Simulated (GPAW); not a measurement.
Wanted: an ASE script for a GPAW 26.7.0 run.

| Quantity | Value |
| --- | --- |
| Task | single point |
| Functional | LDA |
| Potentials or basis | the program's PAW data sets (release 1.2.1) made for this functional |
| Cutoff | 450 eV |
| Basis | pw |
| k mesh | 6 × 6 × 6 |
| Occupations | fermi-dirac, width 0.05 eV |
| Spin | no spin polarisation |
| Maxiter | 120 |
| Convergence | default |

The system is PbS (Galena).

```
Pb S
1.0
     0.00000    2.96575    2.96575
     2.96575    0.00000    2.96575
     2.96575    2.96575    0.00000
Pb S
1 1
Cartesian
  0.0000 0.0000 0.0000
  2.9657 2.9657 2.9657
```

The input as run:

run.py

```python
from ase import Atoms
from ase.dft.bandgap import bandgap
from ase.io import write
from ase.units import GPa
from gpaw import GPAW, PW

atoms = Atoms(['Pb', 'S'],
              cell=[[0.0, 2.96575, 2.96575],
                    [2.96575, 0.0, 2.96575],
                    [2.96575, 2.96575, 0.0]],
              scaled_positions=[[0.0, 0.0, 0.0],
                                [0.5, 0.5, 0.5]],
              pbc=True)

calc = GPAW(mode=PW(450),
            xc='LDA',
            kpts={'size': (6, 6, 6), 'gamma': True},
            occupations={'name': 'fermi-dirac', 'width': 0.05},
            nbands=19,
            maxiter=120,
            txt='gpaw.txt')
atoms.calc = calc
energy = atoms.get_potential_energy()
forces = atoms.get_forces()
stress = atoms.get_stress()
calc.write('gs.gpw')
write('result.traj', atoms)
print(f'Energy: {energy:.6f} eV')
print('Forces (eV/A):')
print(forces.round(4))
print('Stress (GPa):', (stress / GPa).round(3))
print('Fermi level:', round(calc.get_fermi_level(), 4), 'eV')
print(f'Gap: {bandgap(calc)[0]:.4f} eV, direct: {bandgap(calc, direct=True)[0]:.4f} eV')
```

Potentials or basis: the program's PAW data sets (release 1.2.1) made for this functional, pw.

Command:

```console
$ OMP_NUM_THREADS=1 python run.py
```

Results of the run:

The pressure is -3.6 GPa and the band gap on the k mesh is 0.19 eV, direct.

Caveat: the cutoff is short for stress and forces, so pressures can be off by a GPa or more; spin-orbit coupling is left out, which as a rule narrows the gap of such compounds by several tenths of an eV.

It took 8.6 s on 1 thread of Arm Neoverse V1, with other jobs on the host, peak memory 0.14 GiB.
